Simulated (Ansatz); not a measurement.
Write the native input for Ansatz 0.2.0 that does the following.

| Quantity | Value |
| --- | --- |
| Task | relaxation of cell and atoms |
| Functional | revPBE |
| Dispersion | D3(BJ) |
| Potentials or basis | all-electron LAPW, scalar-relativistic |
| Basis error allowed | 0.001 eV/atom |
| k mesh | 8 × 8 × 8 |
| Occupations | fermi-dirac, width 0.05 eV |
| Spin | no spin polarisation |

The system is NaCl.

```
Cl Na
1.0
     0.00000    2.79406    2.79406
     2.79406    0.00000    2.79406
     2.79406    2.79406    0.00000
Cl Na
1 1
Direct
  0.50000 0.50000 0.50000
  0.00000 0.00000 0.00000
```

The cell is a database's computed one.

One way to write it, as run:

input.yaml

```yaml
crystal:
  lattice:
    - [0.0, 2.7940632177, 2.7940632177]
    - [2.7940632177, 0.0, 2.7940632177]
    - [2.7940632177, 2.7940632177, 0.0]
  atoms:
    - { symbol: Cl, position: [0.5, 0.5, 0.5] }
    - { symbol: Na, position: [0.0, 0.0, 0.0] }
kpoints:
  mp_grid: { grid: [8, 8, 8] }
scf:
  occupations: { method: fermi_dirac, width: 0.05 }
hamiltonian:
  xc: revpbe
  dispersion: d3bj
  pseudopotentials: { kind: all_electron, lapw: { basis_error: 0.001 } }
output:
  forces: true
  stress: true
relax:
  f_tol: 0.02
  max_steps: 60
  cell: {}
```

Potentials or basis: all-electron LAPW, scalar-relativistic.

Command:

```console
$ ansatz run input.yaml --threads 1 --pin off --max-ram 3072MiB --backend cpu --events-out ev --progress --plain --runs-dir out
```

Results of the run:

| Item | Value |
| --- | --- |
| Energy gained by relaxing | 0.0 meV/atom |
| Ionic steps | 2 |
| Pressure after relaxing | 0.0 GPa |
| Band gap on the k mesh | 5.49 eV |

Run time: 4.4 s on 1 thread of Arm Neoverse V1 (shared host), peak memory 0.24 GiB.
